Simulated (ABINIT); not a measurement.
Runs of ABINIT 10.8.3 (patched build) on SrO. It takes space group Fm-3m (No. 225, cubic). The conventional cell has a = 5.133 Å, b = 5.133 Å, c = 5.133 Å, α = 90.00°, β = 90.00°, γ = 90.00°. Sr (site symmetry m-3m) has 6 O at 2.57 Å as nearest neighbours. O (site symmetry m-3m) is surrounded by 6 Sr at 2.57 Å. 

```tsv
task	level	potentials or basis	spin	k mesh	cutoff (eV)	fine-grid cutoff	mesh quality	gap on the mesh (eV)	pressure (GPa)	V0 of scaled cells (Å³/atom)	B0 (GPa)
equation of state	LDA	JTH PAW LDA v2.0	off	9 × 9 × 9	626	1224.51 eV	not flagged	-	-	16.21	(c)
band structure	HCTH407	JTH PAW PBE v2.0	SOC, no magnetisation	9 × 9 × 9	626	1224.51 eV	not flagged	3.81	5.5	-	-
equation of state	BLYP+D3(BJ)	JTH PAW PBE v2.0	off	9 × 9 × 9	626	1224.51 eV	not flagged	-	-	16.96	(b)
single point	r2SCAN	JTH PAW PBE v2.0	off	7 × 7 × 7	762	1360.57 eV	not flagged	3.89	1.1	-	-
single point	PBEsol	JTH PAW PBE v2.0	off	5 × 5 × 5	626	1224.51 eV	coarse	3.39	(a)	-	-
```

Alike in all rows: cell as given; smearing fermi-dirac 0.05 eV.

Q: Fill in the values left out.

A: (a) -0.8; (b) 92; (c) 104.

Caveats: some runs use coarse meshes; the PAW data sets were made with another functional, which shifts forces and pressure a little (some runs); pressures at fixed basis lie under the slope of the energies (some runs); an odd mesh through Γ misses points on the zone boundary, where band edges often lie (some runs).

A k mesh can miss the band edges, and rows without SOC leave out spin-orbit coupling on Sr.

Runs at the PBE level aren't shown here.
